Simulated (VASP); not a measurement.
A run of VASP 6.6.1 is set up as follows.

Contents of INCAR:

```
SYSTEM = AlGa7As8
ALGO     = Normal         ! electronic algorithm
EDIFF    = 1E-7           ! SCF threshold, eV
ENCUT    = 520            ! plane-wave cutoff, eV
GGA      = PS             ! functional
GGA_COMPAT= .FALSE.      
ISIF     = 2              ! what is computed and relaxed
ISMEAR   = 0              ! smearing method
KPAR     = 4            
LASPH    = .TRUE.         ! aspherical terms in the spheres
LCHARG   = .FALSE.        ! write CHGCAR
LNONCOLLINEAR= .TRUE.         ! non-collinear magnetism
LORBIT   = 11             ! projections on sites
LREAL    = .FALSE.        ! projectors in reciprocal space
LSORBIT  = .TRUE.         ! spin-orbit coupling
LWAVE    = .FALSE.        ! write WAVECAR
MAGMOM   = 0 0 0 0 0 0 0 0 0 0 0 0 0 0 0 0 0 0 0 0 0 0 0 0 0 0 0 0 0 0 0 0 0 0 0 0 0 0 0 0 0 0 0 0 0 0 0 0 ! initial moments
NBANDS   = 162            ! bands
NELM     = 80             ! most SCF steps
PREC     = Accurate       ! precision mode
SIGMA    = 0.03           ! smearing width, eV
```

File KPOINTS:

```
k-points
0
G
  4 4 4
  0 0 0
```

POSCAR

```
AlGa7As8                                
1.0
   -5.6659937244      5.6659937244      0.0000000000
   -5.6659937244     -0.0000000000      5.6659937244
   -0.0000000000      5.6659937244      5.6659937244
  Al              Ga              As            
     1     7     8
Direct
     1.0000000000000000    1.0000000000000000    1.0000000000000000
     0.5001429557099252    0.9998570442900748    0.9998570442900748
     0.9998570442900748    0.5001429557099252    0.9998570442900748
     0.9998570442900748    0.9998570442900748    0.5001429557099252
     0.5001429557099252    0.5001429557099252    0.9998570442900748
     0.5001429557099252    0.9998570442900748    0.5001429557099252
     0.9998570442900748    0.5001429557099252    0.5001429557099252
     0.5000000000000000    0.5000000000000000    0.5000000000000000
     0.8749713217837467    0.8749713217837467    0.3750860346487598
     0.3750033731735457    0.8749898804793560    0.3750033731735457
     0.8749898804793560    0.3750033731735457    0.3750033731735457
     0.8749713217837467    0.8749713217837467    0.8749713217837467
     0.3750033731735457    0.3750033731735457    0.3750033731735457
     0.3750860346487598    0.8749713217837467    0.8749713217837467
     0.8749713217837467    0.3750860346487598    0.8749713217837467
     0.3750033731735457    0.3750033731735457    0.8749898804793560
```

File KPOINTS_OPT:

```
explicit points
6
Reciprocal
 0.0000000000  0.0000000000  0.0000000000 1
 0.3750000000  0.3750000000  0.7500000000 1
 0.5000000000  0.5000000000  0.5000000000 1
 0.6250000000  0.2500000000  0.6250000000 1
 0.5000000000  0.2500000000  0.7500000000 1
 0.5000000000  0.0000000000  0.5000000000 1
```

Potentials or basis: VASP PAW PBE potentials, release 64 (Al, Ga_d, As).

Run with:

```bash
$ cat potpaw_PBE.64/Al/POTCAR potpaw_PBE.64/Ga_d/POTCAR potpaw_PBE.64/As/POTCAR > POTCAR
$ mpirun -np 4 vasp_ncl > vasp.out
```

**Question.** What does it give for the pressure?

**Answer.** 0.0 GPa.

Forces on the atoms (eV/Å):
```
Al   0.000  0.000  0.000
Ga   0.000  0.000 -0.003
Ga   0.000 -0.003  0.000
Ga   0.003  0.000  0.000
Ga  -0.003  0.000  0.000
Ga   0.000  0.003  0.000
Ga   0.000  0.000  0.003
Ga   0.000  0.000  0.000
As  -0.001 -0.001 -0.001
As   0.000  0.000  0.000
As   0.000  0.000  0.000
As  -0.001  0.001  0.001
As   0.000  0.000  0.000
As   0.001 -0.001  0.001
As   0.001  0.001 -0.001
As   0.000  0.000  0.000
```

Caveat: the PAW data sets were made with another functional, which shifts forces and pressure a little.
